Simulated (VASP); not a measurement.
SnTe:

```
Te Sn
1.0
     0.00000    3.61115    3.61115
     3.61115    0.00000    3.61115
     3.61115    3.61115    0.00000
Te Sn
1 1
Direct
  0.25000 0.25000 0.25000
  0.00000 0.00000 0.00000
```

Measurements of this composition are mostly on another form, of space group No. 225.

Base run:

- Program: VASP 6.6.1
- Functional: HSE03
- Potentials or basis: VASP PAW PBE potentials, release 64 (Te, Sn_d)
- Cutoff: 520 eV
- k mesh: 4 × 4 × 4
- Occupations: gaussian, width 0.02 eV
- Spin: no spin polarisation

Its results: band gap on the k mesh 0.26 eV, indirect (least direct gap 1.03 eV); pressure -0.7 GPa.

Q: The run is repeated on the same cell with these changes: functional from HSE03 to PBE0. What comes out?

A: Band gap on the k mesh 0.94 eV, indirect (least direct gap 1.75 eV); pressure -0.7 GPa.

Caveats: the PAW data sets were made with another functional, which shifts forces and pressure a little; spin-orbit coupling is left out, which moves the levels of the heavy elements.
